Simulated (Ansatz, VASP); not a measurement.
**Rb: VASP beside Ansatz**

The input INCAR:

```
  ALGO = Normal
  EDIFF = 1E-7
  ENCUT = 520
  GGA = PS
  ISIF = 2
  ISMEAR = -1
  LASPH = True
  LCHARG = True
  LELF = True
  LREAL = False
  LVHAR = True
  LWAVE = False
  NBANDS = 10
  NELM = 100
  PREC = Accurate
  SIGMA = 0.05
```

Contents of KPOINTS:

```
k-points
0
Gamma
  8 8 8
```

POSCAR

```
Rb
1.0
   -2.7498800000      2.8060000000      2.8060000000
    2.8060000000     -2.7498800000      2.8060000000
    2.8060000000      2.8060000000     -2.7498800000
Rb
1
Direct
    0.0000000000      0.0000000000      0.0000000000
```

Input for Ansatz:

```yaml
crystal:
  lattice:
    - [-2.74988, 2.806, 2.806]
    - [2.806, -2.74988, 2.806]
    - [2.806, 2.806, -2.74988]
  atoms:
    - { symbol: Rb, position: [0.0, 0.0, 0.0] }
kpoints:
  mp_grid: { grid: [8, 8, 8] }
  band_path:
    path:
      - [0.0, 0.0, 0.0]
      - [0.0, 0.0, 0.5]
      - [-0.5, 0.5, 0.5]
      - [-0.7448729721, 0.2551270279, 0.2551270279]
      - [0.2551270279, 0.2551270279, 0.2551270279]
      - [0.0, 0.0, 0.0]
      - [-0.5, 0.0, 0.5]
    npoints: 5
scf:
  occupations: { method: fermi_dirac, width: 0.05 }
hamiltonian:
  xc: pbesol
  pseudopotentials: { kind: all_electron, lapw: { basis_error: 0.001 } }
output:
  forces: true
  stress: true
  eigenvalues: true
```

Change from the starting cell: equal xy, yz and zx shear strains of +2 %.

Alike in both runs: task single point; functional PBEsol; k mesh 8 × 8 × 8; occupations fermi-dirac, width 0.05 eV; no spin polarisation.

|  | VASP | Ansatz |
| --- | --- | --- |
| version | VASP 6.6.1 | Ansatz 0.2.0 |
| potentials or method | VASP PAW PBE potentials, release 64 (Rb_sv) | all-electron LAPW, scalar-relativistic |
| plane-wave cutoff (eV) | 520 | see its input |

|  | VASP | Ansatz | Ansatz less VASP |
| --- | --- | --- | --- |
| pressure (GPa) | -0.1 | -0.1 | 0.00 |

Ansatz ran all-electron here, so the differences hold the error of VASP's frozen core and of both bases.

Caveats: the PAW data sets were made with another functional, which shifts forces and pressure a little (VASP).
